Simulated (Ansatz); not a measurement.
Method: DFT PBE, scalar-relativistic, plane waves, PAW in Ansatz 0.2.0. Settings: cutoff 420 eV, Γ-centred meshes spaced at most about 0.3 Å⁻¹, and about 0.25 Å⁻¹ or finer for metals (2π included), Gaussian smearing. No spin polarisation.

These are static total energies at zero pressure.

Compare these two cells of NiO, each relaxed at this level.

A.

```
CELL_PARAMETERS angstrom
2.83023 0.00000 0.00000
0.00000 2.83023 0.00000
0.00000 0.00000 5.00974
ATOMIC_POSITIONS crystal
Ni 0.00000 0.50000 0.50000
Ni 0.50000 0.00000 0.00000
O 0.00000 0.00000 0.25000
O 0.00000 0.00000 0.75000
```

B.

```
CELL_PARAMETERS angstrom
4.93680 0.00000 0.00000
0.00000 2.64153 0.00000
0.00000 0.00000 3.69292
ATOMIC_POSITIONS crystal
Ni 0.00000 0.00000 0.00000
Ni 0.50000 0.00000 0.00000
O 0.75000 0.50000 0.16828
O 0.25000 0.50000 0.83172
```

Question: Which would you expect to be lower, and how large is the difference?

Answer: A is lower, by 0.33 eV/atom. A has space group P4_2/mmc (No. 131), 10.0 Å³/atom and no gap on its mesh; B has space group Pmma (No. 51), 12.0 Å³/atom and no gap. In A, around Ni lie 4 O at 1.89 Å; O has 4 Ni at 1.89 Å. In B, around Ni lie 4 O at 1.91 Å; O is surrounded by 4 Ni at 1.91 Å. Origin: A and B, each invented, then shaken at random and relaxed again. Checks on A: no imaginary mode at Γ (other wave vectors untested).

No dispersion correction is applied, so the spacing and binding between layers, chains or molecules are poorly described (Pmma), and this can change margins and order among such cells. In such compounds of Ni a zero gap at this level may well be an artefact, since no Hubbard U is applied. A magnetic state wasn't ruled out in cells without spin, among them P4_2/mmc, Pmma. Cells relaxed within their symmetry can be saddle points.
